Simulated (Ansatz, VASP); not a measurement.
One calculation of C, two programs

```
C
1.0
     0.00000    1.77569    1.95556
     1.77569    0.00000    1.95556
     1.77569    1.77569    0.00000
C
2
Direct
  0.50000 0.50000 0.50000
  0.75000 0.75000 0.75000
```

Alike in both runs: task single point; functional LDA; k mesh 12 × 12 × 12; occupations gaussian, width 0.05 eV; no spin polarisation.

```csv
,VASP,Ansatz
version,VASP 6.6.1,Ansatz 0.2.0
potentials or method,"VASP PAW LDA potentials, release 64 (C)","scalar-relativistic, plane waves, PAW"
plane-wave cutoff (eV),520,520
valence electrons in the cell,8,8
```

Ansatz gave:

* gap on the k mesh at the Fermi level (eV): 2.79
* least direct gap on the mesh (eV): 4.51

**Question.** What did VASP give for the same quantities?

**Answer.** gap on the k mesh at the Fermi level (eV): 2.78; least direct gap on the mesh (eV): 4.51.

Ansatz warned: «pseudo_functional_mismatch».
